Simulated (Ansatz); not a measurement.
# Au: pressure and energy less free atoms against volume scale

Periodic Kohn-Sham DFT of a crystal at fixed atoms, scaled to volume_scale times the given cell; pressure positive in compression, energy less spherical unpolarised free atoms, largest_vzz the field gradient of largest size among the nuclei. The results are calculated, by Ansatz 0.2.0.

The cell before it is scaled or strained (space group Pm-3m, No. 221):
```
Au
1.0
      2.7479     0.0000     0.0000
      0.0000     2.7479     0.0000
      0.0000     0.0000     2.7479
Au
1
Direct
  0.00000 0.00000 0.00000
```

Settings of every row: method all-electron LAPW; functional PBE; relativity scalar; k mesh 12x12x12; filling fermi-dirac; smearing width 0.08 eV; basis error target 0.25 meV/atom; nucleus gaussian.

Atom start moment: 0 on all atoms.

Limits: no spin-orbit coupling on heavy atoms; the cell comes from a prototype or a list of computed structures and needn't be the stable phase.

| row | volume scale | V (Å³/atom) | pressure (GPa) | energy less free atoms (eV/atom) |
| --- | --- | --- | --- | --- |
| 1 | 0.9405 | 19.515 | 7.654 | -2.9997 |
| 2 | 0.97 | 20.127 | 3.469 | -3.0207 |
| 3 | 1 | 20.749 | -0.009 | -3.0272 |
| 4 | 1.03 | 21.372 | -2.849 | -3.0215 |
| 5 | 1.06 | 21.994 | ? | ? |

Question: what pressure and energy less free atoms should row 5 give?

Worked fit of pressure. Take u = (V_r/V)^(2/3) − 1 with V_r = 20.438 Å³ an atom, which is twice the finite (Eulerian) strain; such expansions in the strain, on which the Birch-Murnaghan equation of state is built, carry the rest volume and the bulk modulus. The shown rows have u = 0.03129, 0.01027, -0.01002, -0.02935. Least squares give pressure = 1.6419 + 171.88 × u + 645.45 × u² GPa; a straight line predicts inner rows, each left out in turn, worse (root mean square 0.38 against 0.014 GPa). The rows lie off it by 0.002, -0.006, 0.007, -0.002 (root mean square 0.0048 GPa). The pressure vanishes at u = -0.0099, or V = 20.75 Å³ an atom, and there the bulk modulus at fixed shape and fractions is B = −V dP/dV = (2/3)(1 + u) dP/du = 105 GPa. The withheld row has u = -0.04774, so the fit gives 1.6419 + 171.88 × (-0.04774) + 645.45 × (-0.04774)² = -5.093 GPa.

The calculation gave -5.178 GPa. The fit lies 0.085 GPa (1.6 % of the value, 0.66 % of the column's range) above it; its largest miss of a shown row is 0.007 GPa. This row lies beyond the range of the fit.

Worked fit of energy less free atoms. Take u = (V_r/V)^(2/3) − 1 with V_r = 20.438 Å³ an atom, which is twice the finite (Eulerian) strain; such expansions in the strain, on which the Birch-Murnaghan equation of state is built, carry the rest volume and the bulk modulus. The shown rows have u = 0.03129, 0.01027, -0.01002, -0.02935. Least squares give energy less free atoms = −3.02564 + 0.3272 × u + 16.001 × u² eV/atom; a straight line predicts inner rows, each left out in turn, worse (root mean square 0.0093 against 0.00025 eV/atom). The rows lie off it by 0.0000, -0.0001, 0.0001, 0.0000. The withheld row has u = -0.04774, so the fit gives −3.02564 + 0.3272 × (-0.04774) + 16.001 × (-0.04774)² = -3.0048 eV/atom.

The calculation gave -3.0057 eV/atom. The fit lies 0.0009 eV/atom (3.3 % of the column's range) above it; its largest miss of a shown row is 0.0001 eV/atom. This row lies beyond the range of the fit.
